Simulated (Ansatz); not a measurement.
O started on an Al site next to Al started in the widest void in corundum Al2O3, 121 atoms, charge 0

All numbers come from Ansatz (PAW, plane waves, no spin–orbit coupling) at the single k point (¼, ¼, ¼) without its symmetry partners. The atoms were relaxed with PBEsol in a fixed cell; other functionals are single points on those atoms unless said otherwise. The valence top and gap of the host come from its small cell on a dense mesh, with the band extrema sought between the mesh points, lined up by the mean potential, PBEsol gap 6.03 eV, HSE06 gap 7.99 eV, r²SCAN gap 7.03 eV.

Relaxed structure:

```
Al O
1.0
     9.54786    0.00000    0.00000
    -4.77393    8.26869    0.00000
     0.00000    0.00000   13.01358
Al O
48 73
Direct
  0.33426 0.16387 0.18474
  0.33422 0.66263 0.18455
  0.83166 0.16211 0.18264
  0.83756 0.66503 0.18268
  0.16634 0.33007 0.01728
  0.16718 0.83041 0.01779
  0.66723 0.33050 0.01742
  0.66680 0.83056 0.01750
  0.15904 0.32055 0.30778
  0.16758 0.83048 0.31426
  0.67009 0.32488 0.31318
  0.66889 0.83201 0.31397
  0.15286 0.32235 0.52271
  0.16739 0.83349 0.51806
  0.66685 0.33172 0.51748
  0.66951 0.83193 0.51906
  0.99888 0.99414 0.35167
  0.00133 0.49677 0.35165
  0.49923 0.99620 0.35109
  0.99993 0.99622 0.14638
  0.00060 0.49637 0.14634
  0.49953 0.99607 0.14674
  0.50058 0.49783 0.14346
  0.99947 0.99610 0.64871
  0.99992 0.49823 0.64800
  0.49941 0.99933 0.64801
  0.49882 0.49969 0.64606
  0.99946 0.99727 0.85167
  0.99978 0.49765 0.85159
  0.49986 0.99800 0.85193
  0.49969 0.49730 0.85086
  0.33264 0.16518 0.68391
  0.33418 0.66591 0.68833
  0.83163 0.16391 0.68555
  0.83226 0.66406 0.68512
  0.33405 0.16684 0.47891
  0.33710 0.67253 0.48546
  0.82629 0.16001 0.48067
  0.83857 0.66514 0.48117
  0.33322 0.16385 0.98039
  0.33308 0.66423 0.98029
  0.83326 0.16383 0.97968
  0.83337 0.66373 0.97935
  0.16614 0.33065 0.81397
  0.16670 0.83186 0.81412
  0.66585 0.33136 0.81338
  0.66596 0.83073 0.81400
  0.52740 0.50140 0.34232
  0.15387 0.99730 0.24904
  0.15094 0.49402 0.24641
  0.65310 0.99658 0.24861
  0.65932 0.49369 0.24461
  0.33331 0.01081 0.08252
  0.33314 0.51034 0.08205
  0.83327 0.01033 0.08164
  0.83522 0.51140 0.08102
  0.99681 0.14548 0.24667
  0.00166 0.64998 0.24902
  0.50042 0.14838 0.24800
  0.50491 0.65045 0.24701
  0.35008 0.34652 0.25094
  0.34745 0.84253 0.24952
  0.84760 0.34295 0.24696
  0.84866 0.84404 0.24772
  0.18105 0.16454 0.08304
  0.18105 0.66383 0.08215
  0.67986 0.16305 0.08178
  0.68173 0.66375 0.08130
  0.42227 0.53750 0.43810
  0.18002 0.01258 0.58263
  0.18175 0.51235 0.58633
  0.67909 0.01202 0.58318
  0.67950 0.51236 0.58159
  0.16417 0.17563 0.41516
  0.16767 0.68033 0.41691
  0.66449 0.17533 0.41549
  0.68591 0.68683 0.41157
  0.99690 0.32038 0.41357
  0.01687 0.83187 0.41624
  0.51850 0.32790 0.41269
  0.51678 0.83457 0.41707
  0.01384 0.17770 0.91577
  0.01381 0.67816 0.91574
  0.51349 0.17813 0.91592
  0.51343 0.67760 0.91616
  0.99924 0.34440 0.74974
  0.99971 0.84465 0.74978
  0.49932 0.34516 0.74846
  0.49897 0.84731 0.75228
  0.48635 0.31654 0.08223
  0.48624 0.81612 0.08238
  0.98586 0.31571 0.08143
  0.98724 0.81689 0.08196
  0.48570 0.16596 0.58232
  0.49406 0.67839 0.59364
  0.98047 0.15972 0.58463
  0.98698 0.66490 0.58308
  0.32965 0.31759 0.58161
  0.33242 0.81948 0.58396
  0.83240 0.31745 0.58337
  0.83493 0.81751 0.58353
  0.25410 0.46389 0.41534
  0.32070 0.98511 0.41572
  0.82109 0.48334 0.41548
  0.82030 0.98420 0.41618
  0.31942 0.33043 0.91608
  0.31931 0.83139 0.91645
  0.81923 0.33051 0.91553
  0.81955 0.83076 0.91599
  0.34643 0.99895 0.74943
  0.34668 0.49734 0.75057
  0.84606 0.99722 0.75002
  0.84681 0.49791 0.74927
  0.15217 0.15054 0.74924
  0.15259 0.65125 0.75057
  0.65220 0.15130 0.74951
  0.65351 0.65012 0.75080
  0.16640 0.48354 0.91598
  0.16633 0.98393 0.91613
  0.66615 0.48303 0.91569
  0.66660 0.98379 0.91618
```

Chemical potentials μ are those of reference phases of the elements at zero temperature by the same functional (the usual solids, diamond for C, grey Sn, and the molecules H2, N2, O2, F2, Cl2, Br2 and S8).

```tsv
functional	E(defect) − E(host) − Σ nμ + q·E_VBM (eV)	monopole (eV)	alignment (eV)	formation energy at E_F = VBM (eV)	moment (μB)	wall time, shared host
PBEsol	3.80	0.00	0.00	3.80	0 (no spin)	40 s on NVIDIA GB300 (relaxation)
```

Task: Estimate the formation energy and moment that HSE06 gives on these atoms.

Result: 4.13 eV at E_F = VBM, moment 0 (no spin). r²SCAN gives 4.08 eV.

HSE06 one-electron levels near the gap (the ten most localised at most), from the host's valence top:

| level (eV) | spin | filling | atoms sharing it | element of the atom with most weight |
| --- | --- | --- | --- | --- |
| -0.25 | both | 2.00 | 58.6 | spread |
| -0.23 | both | 2.00 | 59.2 | spread |
| -0.20 | both | 2.00 | 64.0 | spread |
| -0.19 | both | 2.00 | 60.9 | spread |
| -0.14 | both | 2.00 | 65.2 | spread |
| -0.12 | both | 2.00 | 66.1 | spread |
| -0.08 | both | 2.00 | 19.3 | O |
| -0.05 | both | 2.00 | 69.7 | spread |
| 0.25 | both | 2.00 | 7.7 | O |
| 0.58 | both | 2.00 | 4.8 | O |

r²SCAN one-electron levels near the gap (the ten most localised at most), from the host's valence top:

```tsv
level (eV)	spin	filling	atoms sharing it	element of the atom with most weight
-0.28	both	2.00	62.0	spread
-0.22	both	2.00	58.7	spread
-0.20	both	2.00	59.5	spread
-0.17	both	2.00	59.6	spread
-0.16	both	2.00	62.0	spread
-0.10	both	2.00	59.9	spread
-0.05	both	2.00	16.0	O
0.35	both	2.00	7.1	O
0.75	both	2.00	4.2	O
7.02	both	0.00	3.0	O
```

All elements are taken at their own reference at once; growth conditions in equilibrium with the host shift these energies, by up to the host's formation enthalpy.

One k point and a cell of this size can leave errors of several tenths of an eV in such numbers.
